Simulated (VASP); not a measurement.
# CoSi (P1) in VASP: further runs, part 3 of 3

VASP 6.6.1. Earlier steps stand in the parts before.

**5. Core levels, PBE, collinear spin, ferromagnetic start**

INCAR

```
SYSTEM = CoSi
  ALGO = Fast
  EDIFF = 1E-7
  ENCUT = 520
  GGA = PE
  ICORELEVEL = 1
  ISIF = 2
  ISMEAR = 0
  ISPIN = 2
  LASPH = .TRUE.
  LCHARG = .FALSE.
  LMAXMIX = 4
  LORBIT = 11
  LREAL = .FALSE.
  LWAVE = .FALSE.
  MAGMOM = 2 0
  NELM = 100
  PREC = Accurate
  SIGMA = 0.02
```

KPOINTS

```
k-points
0
G
  9 10 9
  0 0 0
```

POSCAR

```
CoSi
1.0
    2.8722606400     -0.0393196700      0.0097061400
   -0.0393196700      2.7429921600     -0.0240786400
    0.0097061400     -0.0240786400      2.8315353700
Co Si
1 1
Direct
    0.9210680600      0.9948622900      0.9022598400
    0.5789319400      0.5051377100      0.5977401600
```

Potentials or basis: VASP PAW PBE potentials, release 64 (Co, Si).

On the command line:

```
> cat potpaw_PBE.64/Co/POTCAR potpaw_PBE.64/Si/POTCAR > POTCAR
> mpirun -np 1 vasp_std > vasp.out
```

OUTCAR:

```text
SYSTEM = CoSi
   EDIFF = 1E-7
   ENCUT = 520
   GGA = PE
   ISIF = 2
   ISMEAR = 0
   ISPIN = 2
   LASPH = .TRUE.
   LORBIT = 11
   LREAL = .FALSE.
   NELM = 100
   PREC = Accurate

 ion  position               nearest neighbor table
   1  0.921  0.995  0.902-   2 1.85   2 1.95   2 2.48   2 2.49   2 2.58   2 2.60   2 3.04   2 3.09

   2  0.579  0.505  0.598-   1 1.85   1 1.95   1 2.48   1 2.49   1 2.58   1 2.60   1 3.04   1 3.09

  LATTYP: Found a triclinic cell.
 ALAT       =     6.2966755622
 B/A-ratio  =     1.0144112796
 C/A-ratio  =     1.3162735163
 COS(alpha) =     0.0003883382
 COS(beta)  =     0.5826308146
 COS(gamma) =     0.8102046843

  Lattice vectors:

 A1 = (  -5.7052016100,  -2.6643528200,   0.0046663600)
 A2 = (  -5.7348151400,   0.0545607000,   2.8121230900)
 A3 = (  -2.8130335800,  -5.3985073700,  -5.6246196000)

Analysis of symmetry for initial positions (statically):
=====================================================================
 Subroutine PRICEL returns:
 Original cell was already a primitive cell.

 Routine SETGRP: Setting up the symmetry group for a
 triclinic supercell.

[... 815 lines left out ...]
      2       6.4839      1.00000
      3       8.4426      1.00000
      4       9.2174      1.00000
      5       9.7489      1.00000
      6      10.5432      1.00000
      7      11.6880      1.00000
      8      17.5993      0.00000
      9      18.3050      0.00000
     10      19.1689      0.00000
     11      20.9199      0.00000

 [... further k-points ...]
[... 5 lines left out ...]
  --------------------------------------------------------------------------------------
  -------------------------------------------------------------------------------------
  Total        4.5653233     10.8514655      3.1491071      1.8137659      1.6302813      6.2009179
  in kB      327.9699473    779.5624334    226.2298648    130.2997991    117.1183830    445.4700305
  external PRESSURE =     444.5874152 kB  Pullay stress =       0.0000000 kB

 VOLUME and BASIS-vectors are now :
 -----------------------------------------------------------------------------
  energy-cutoff  :      520.00
  volume of cell :       22.30
      direct lattice vectors                 reciprocal lattice vectors
     2.872260640 -0.039319670  0.009706140     0.348229905  0.004981627 -0.001151325
    -0.039319670  2.742992160 -0.024078640     0.004981627  0.364663869  0.003083930
     0.009706140 -0.024078640  2.831535370    -0.001151325  0.003083930  0.353195458

 POSITION                                       TOTAL-FORCE (eV/Angst)
 -----------------------------------------------------------------------------------
      2.61519      2.67096      2.53977         6.067137      2.034415      5.725735
      1.64878      1.34843      1.68598        -6.067137     -2.034415     -5.725735
 -----------------------------------------------------------------------------------
    total drift:                               -0.000229      0.000267      0.000122

  FREE ENERGIE OF THE ION-ELECTRON SYSTEM (eV)
  ---------------------------------------------------
  free  energy   TOTEN  =       -11.1776894222 eV

  energy  without entropy=      -11.1773833766  energy(sigma->0) =      -11.17753640

 total charge

# of ion       s       p       d       tot
------------------------------------------
    1        0.524   0.641   7.816   8.980
    2        0.790   0.951   0.000   1.741
--------------------------------------------------
tot          1.313   1.592   7.816  10.721

 magnetization (x)

# of ion       s       p       d       tot
------------------------------------------
    1       -0.000  -0.000   0.000   0.000
    2       -0.000  -0.000   0.000  -0.000
--------------------------------------------------
tot         -0.000  -0.000   0.000   0.000
```

It took 1.8 min on 1 thread of Intel Xeon Platinum 8488C (Sapphire Rapids), shared host; peak memory 0.28 GiB.

Results:

```
Free energy                                           : -11.1777 eV
Pressure                                              : 44.5 GPa
Largest force                                         : 8.587 eV/Å
Band gap on the k mesh                                : none (metal or under the smearing width)
Net moment                                            : 0.00 μB per cell
Valence electrons inside the program's atomic spheres : Co 8.98; Si 1.74
```

Forces in eV/Å, atoms in the order of the input:
```
Co   6.067  2.034  5.726
Si  -6.067 -2.034 -5.726
```

Stress tensor (GPa, compression positive):
```
32.80 13.03 44.55
13.03 77.96 11.71
44.55 11.71 22.62
```

Levels at points of the mesh, in eV from the Fermi level:
Spin up:
| k point | band 3 | band 4 | band 5 | band 6 | band 7 | band 8 | band 9 | band 10 | band 11 |
| --- | --- | --- | --- | --- | --- | --- | --- | --- | --- |
| (0.00, 0.00, 0.00) | -3.96 | -2.25 | -1.41 | -1.10 | 3.73 | 4.72 | 4.76 | 7.09 | 7.57 |
| (0.00, 0.50, 0.00) | -3.09 | -3.02 | -2.51 | -1.21 | -0.39 | 5.72 | 6.71 | 9.47 | 10.41 |
Spin down:
| k point | band 5 | band 6 | band 7 | band 8 | band 9 | band 10 |
| --- | --- | --- | --- | --- | --- | --- |
| (0.00, 0.00, 0.00) | -1.41 | -1.10 | 3.73 | 4.72 | 4.76 | 7.09 |
| (0.00, 0.50, 0.00) | -2.51 | -1.21 | -0.39 | 5.72 | 6.71 | 9.47 |

Core levels (eV, on the scale of the bands):
| atom | levels |
| --- | --- |
| 1 Co | 1s -7573.2, 2s -879.6, 2p -750.6, 3s -83.1, 3p -46.5 |
| 2 Si | 1s -1768.5, 2s -122.6, 2p -78.6 |

Caveat: the starting moments collapsed, and a magnetic state may lie lower; so large a pressure means that the cell lies far from this level's equilibrium, or that cutoff or potentials fall short; forces of over 1 eV/Å show positions far from the minimum, so gaps and moduli don't describe the material at rest.
